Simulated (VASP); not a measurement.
The system is GaP.

```
Ga P
1.0
     0.00000    2.72525    2.72525
     2.72525    0.00000    2.72525
     2.72525    2.72525    0.00000
Ga P
1 1
Direct
  0.00000 0.00000 0.00000
  0.75000 0.75000 0.75000
```

Base run:

```yaml
Program: VASP 6.6.1
Functional: PBE
Potentials_or_basis: VASP PAW PBE potentials, release 64 (Ga_d, P)
Cutoff: 520 eV
k_mesh: 8 × 8 × 8
Occupations: fermi-dirac, width 0.05 eV
Spin: no spin polarisation
```

Its results: band gap on the k mesh 1.64 eV, indirect (least direct gap 1.83 eV); electronic dielectric tensor (diagonal) 11.18.

Task: The run is repeated on the same cell with these changes: functional from PBE to LDA; potentials or basis from VASP PAW PBE potentials, release 64 (Ga_d, P) to VASP PAW LDA potentials, release 64 (Ga_d, P). What comes out?

Result: Band gap on the k mesh 1.49 eV, indirect (least direct gap 1.64 eV); electronic dielectric tensor (diagonal) 11.91.

A k mesh can miss the band edges.
